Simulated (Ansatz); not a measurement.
ZnS under strain: ⁶⁷Zn NMR of the central transition

Cell: a COD entry, relaxed with PBE at fixed cell and then changed (x stretched by 3 %, ions relaxed).

```yaml
crystal:
  lattice:
    - [3.93460, 0.00000, 0.00000]
    - [-1.96730, 3.30822, 0.00000]
    - [0.00000, 0.00000, 24.96000]
  atoms:
    - { symbol: Zn, position: [0.99759, 0.99518, 0.99971] }
    - { symbol: Zn, position: [0.00241, 0.00482, 0.49971] }
    - { symbol: Zn, position: [0.33588, 0.67177, 0.12462] }
    - { symbol: Zn, position: [0.66412, 0.32823, 0.62462] }
    - { symbol: Zn, position: [0.34125, 0.68250, 0.37483] }
    - { symbol: Zn, position: [0.65875, 0.31750, 0.87483] }
    - { symbol: Zn, position: [0.32565, 0.65131, 0.74972] }
    - { symbol: Zn, position: [0.67435, 0.34869, 0.24972] }
    - { symbol: S, position: [0.99895, 0.99790, 0.09404] }
    - { symbol: S, position: [0.00105, 0.00210, 0.59404] }
    - { symbol: S, position: [0.33741, 0.67483, 0.21893] }
    - { symbol: S, position: [0.66259, 0.32517, 0.71893] }
    - { symbol: S, position: [0.33938, 0.67875, 0.46913] }
    - { symbol: S, position: [0.66062, 0.32125, 0.96913] }
    - { symbol: S, position: [0.32171, 0.64343, 0.84422] }
    - { symbol: S, position: [0.67829, 0.35657, 0.34422] }
```

Atoms are numbered from 1 in the order listed; like atoms form one site, named after its first atom.

Level of theory: DFT, PBE, plane waves and PAW (field gradients read without the response of the frozen cores, which leaves them typically 4 to 6 % off), scalar-relativistic, 420 eV cutoff, Γ-centred 8×8×2 k-points, Fermi–Dirac smearing 0.02 eV (Ansatz 0.2.0).

⁶⁷Zn has I = 5/2 and Q = 122.0 mb (Pyykkö 2018); at 9.4 T its Larmor frequency is ν₀ = 25.1 MHz. Only the quadrupole interaction is simulated: positions count from each site's isotropic chemical shift, and J coupling is left out, as are shift anisotropy and dipolar coupling, which fast spinning averages.

Q: Simulate the second-order pattern (fast magic-angle spinning, Gaussian broadening 0.05 kHz) of site Zn1 (4 S at 2.35–2.37 Å).

A: The calculation gives C_Q = -1.18 MHz and η = 0.90, so ν_Q = 0.176 MHz and the centre of gravity lies at -16.7 ppm (-0.420 kHz).

| offset (kHz) | height |
| --- | --- |
| -0.989 | 0 |
| -0.955 | 2 |
| -0.921 | 7 |
| -0.887 | 14 |
| -0.854 | 18 |
| -0.820 | 19 |
| -0.786 | 20 |
| -0.753 | 21 |
| -0.719 | 22 |
| -0.685 | 23 |
| -0.652 | 24 |
| -0.618 | 26 |
| -0.584 | 29 |
| -0.550 | 38 |
| -0.517 | 65 |
| -0.483 | 93 |
| -0.449 | 100 |
| -0.416 | 89 |
| -0.382 | 69 |
| -0.348 | 56 |
| -0.314 | 49 |
| -0.281 | 44 |
| -0.247 | 40 |
| -0.213 | 37 |
| -0.180 | 35 |
| -0.146 | 33 |
| -0.112 | 31 |
| -0.078 | 29 |
| -0.045 | 27 |
| -0.011 | 18 |
| 0.023 | 4 |
| 0.056 | 0 |
